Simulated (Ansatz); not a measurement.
# BaS: all-electron results

```yaml
crystal:
  lattice:
    - [0.00000, 3.19375, 3.19375]
    - [3.19375, 0.00000, 3.19375]
    - [3.19375, 3.19375, 0.00000]
  atoms:
    - { symbol: Ba, position: [0.00000, 0.00000, 0.00000] }
    - { symbol: S, position: [0.50000, 0.50000, 0.50000] }
```

Atom numbers follow the list: Ba1, S2.

The cell is COD entry 9008600, as deposited and not checked against the literature; nothing was relaxed.

No spin–orbit coupling, which matters for the heavy atoms here.

All numbers are computed: DFT, PBEsol, all-electron LAPW, scalar-relativistic (Ansatz 0.2.0); DFT, PBEsol, PAW with Ansatz's default frozen-core files, scalar-relativistic (Ansatz 0.2.0).

For LAPW: a Γ-centred 8×8×8 k mesh, Fermi–Dirac smearing of 0.02 eV, basis error target 0.25 meV/atom, no spin polarisation. PAW takes a cutoff of 420 eV at this cell (files made with PBE, cores remade for this functional). The Ansatz runs share mesh, smearing and spin set-up. Values come from LAPW unless marked.

* Pressure at this cell: -11.5 kbar
* Band gap: 2.08 eV, indirect from Γ to X (0.5, 0, 0.5)
* Smallest direct gap on the path: 2.19 eV
* Löwdin charges (with 0.30 e of the cell spilling out of the atomic basis, so their sizes and signs hang on that basis): Ba1 1.60, S2 -1.30 e
* Bader charges (from the PAW run): Ba1 +1.40, S2 -1.40 e
* Volume per atom: 32.58 Å³
